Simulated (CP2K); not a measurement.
**BN under changes of volume**

One of the cells (9.145 Å³/atom); the others are scaled copies at fixed shape and fractional positions:

```
CELL_PARAMETERS angstrom
3.66930 0.00000 0.00000
2.81611 2.35229 0.00000
2.81611 1.02142 2.11896
ATOMIC_POSITIONS crystal
N 0.66724 0.66724 0.66724
B 0.00033 0.00033 0.00033
```

The cell is a database's computed one.

| Property | Result |
| --- | --- |
| Program | CP2K 2026.2 |
| Functional | PBE |
| Potentials or basis | POTENTIAL_UZH N GTH-PBE-q5, B GTH-PBE-q3; TZVP-MOLOPT-PBE-GTH basis |
| Density cutoff | 6123 eV |
| k mesh | 12 × 12 × 12 |
| Occupations | fermi-dirac, width 0.05 eV |
| Spin | no spin polarisation |

```csv
volume (Å³/atom),energy over the lowest point (meV/atom),pressure (GPa),gap on the mesh (eV),largest force (eV/Å)
8.596,?,?,?,?
8.779,21.84,14.4,4.34,0.006
8.962,8.65,8.8,4.31,0.008
9.145,1.55,3.7,4.29,0.010
9.328,0.00,-0.9,4.26,0.012
9.510,3.54,-5.2,4.24,0.014
9.693,11.72,-9.1,4.21,0.016
```

What does the run at 8.596 Å³/atom give?

Energy over the lowest point 41.57 meV/atom; pressure 20.5 GPa; gap on the mesh 4.36 eV; largest force 0.010 eV/Å.

Worked out: A Birch-Murnaghan fit of order 3 (a polynomial in V^(-2/3)) to the other rows has its minimum at 9.29 Å³/atom with B0 = V·E''(V) = 230 GPa and B' = 3.5 at fixed shape and positions, which overstates the stiffness. It gives 41.69 meV/atom at 8.596 Å³/atom, against the run's 41.57, and -dE/dV = 20.5 GPa, against 20.5. A straight line through the other rows of the gap, of slope -1.28 eV per unit of ln V, extrapolates to 4.37 eV, against the run's 4.36.

Energies are extrapolated to zero smearing.

Caveats: the basis of atomic orbitals isn't converged, which shifts pressures, moduli and gaps.

A mesh can miss the band edges.
